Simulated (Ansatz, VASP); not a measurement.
This is a calculation of TiSi2 for Ansatz 0.2.0. The cell is a database's computed one, not the measured one.

input.yaml

```yaml
crystal:
  lattice:
    - [0.0, 4.1175163063, 4.2628978354]
    - [2.3895119538, 0.0, 4.2628978354]
    - [2.3895119538, 4.1175163063, 0.0]
  atoms:
    - { symbol: Ti, position: [0.75, 0.75, 0.75] }
    - { symbol: Ti, position: [0.5, 0.5, 0.5] }
    - { symbol: Si, position: [0.41256561, 0.08743439, 0.41256561] }
    - { symbol: Si, position: [0.08743439, 0.41256561, 0.08743439] }
    - { symbol: Si, position: [0.16256561, 0.83743439, 0.16256561] }
    - { symbol: Si, position: [0.83743439, 0.16256561, 0.83743439] }
hamiltonian:
  xc: blyp
  pseudopotentials: { kind: paw }
  dispersion: d4
kpoints:
  mp_grid: { grid: [7, 7, 7] }
scf:
  occupations: { method: fermi_dirac, width: 0.05 }
output:
  forces: true
  stress: true
  eigenvalues: true
relax:
  f_tol: 0.01
  max_steps: 40
  cell: { stress_tol: 0.05 }
```

Potentials or basis: Ansatz PAW.

The run is started by

```bash
$ ansatz run input.yaml --threads 1 --pin off --max-ram 3584MiB --backend cpu --events-out ev --progress --plain --runs-dir out
```

Question: Set up the same calculation for VASP 6.6.1. Potentials or basis there: PBE PAW files Si, Ti_sv, 600 eV.

Answer: As run (cutoffs and basis follow the program's own potentials, and thresholds, step limits or extra output files can differ):

INCAR

```
SYSTEM = TiSi2
AGGAC    = 1.0          
AGGAX    = 1.0          
ALDAC    = 0.0          
ALDAX    = 1.0          
ALGO     = Normal         ! electronic algorithm
EDIFF    = 1E-6           ! SCF threshold, eV
EDIFFG   = -0.01          ! ionic threshold
ENCUT    = 600            ! plane-wave cutoff, eV
GGA      = B5             ! functional
IBRION   = 2              ! ionic algorithm
ISIF     = 3              ! what is computed and relaxed
ISMEAR   = -1             ! smearing method
IVDW     = 13             ! dispersion correction
LASPH    = .TRUE.         ! aspherical terms in the spheres
LCHARG   = .FALSE.        ! write CHGCAR
LREAL    = .FALSE.        ! projectors in reciprocal space
LWAVE    = .FALSE.        ! write WAVECAR
NELM     = 60             ! most SCF steps
NSW      = 60             ! ionic steps
PREC     = Accurate       ! precision mode
SIGMA    = 0.05           ! smearing width, eV
VDW_A1   = 0.44488865   
VDW_A2   = 4.0933009    
VDW_S6   = 1.0          
VDW_S8   = 2.34076671
```

Contents of KPOINTS:

```
k-points
0
G
  7 7 7
  0 0 0
```

File POSCAR:

```
TiSi2
1.0
    0.0000000000      4.1175163063      4.2628978354
    2.3895119538      0.0000000000      4.2628978354
    2.3895119538      4.1175163063      0.0000000000
Ti Si
2 4
Direct
    0.7500000000      0.7500000000      0.7500000000
    0.5000000000      0.5000000000      0.5000000000
    0.4125656100      0.0874343900      0.4125656100
    0.0874343900      0.4125656100      0.0874343900
    0.1625656100      0.8374343900      0.1625656100
    0.8374343900      0.1625656100      0.8374343900
```

Potentials or basis: VASP PAW PBE potentials, release 64 (Ti_sv, Si).

Run with:

```console
$ cat potpaw_PBE.64/Ti_sv/POTCAR potpaw_PBE.64/Si/POTCAR > POTCAR
$ mpirun -np 1 vasp_std > vasp.out
```

Both were run:

|  | Ansatz | VASP |
| --- | --- | --- |
| Relaxed volume | 13.99 Å³/atom | 14.03 Å³/atom |
| Relaxed cell | a = 5.923 Å, b = 4.882 Å, c = 4.766 Å, α = 75.74°, β = 53.01°, γ = 51.24° | a = 5.928 Å, b = 4.886 Å, c = 4.770 Å, α = 75.74°, β = 53.02°, γ = 51.24° |
| Space group after relaxing | Fddd (No. 70) | Fddd (No. 70) |
| Pressure after relaxing | 0.0 GPa | 0.0 GPa |

Ansatz's pressure holds a Pulay term of +0.05 GPa for its cutoff of 420 eV, which the other run lacks.

Ansatz's potentials were made for PBE. VASP's potentials were made for PBE.

Where Ansatz's input types no cutoff or centring, it takes its own default and a Γ-centred mesh.

Pressure is positive in compression.
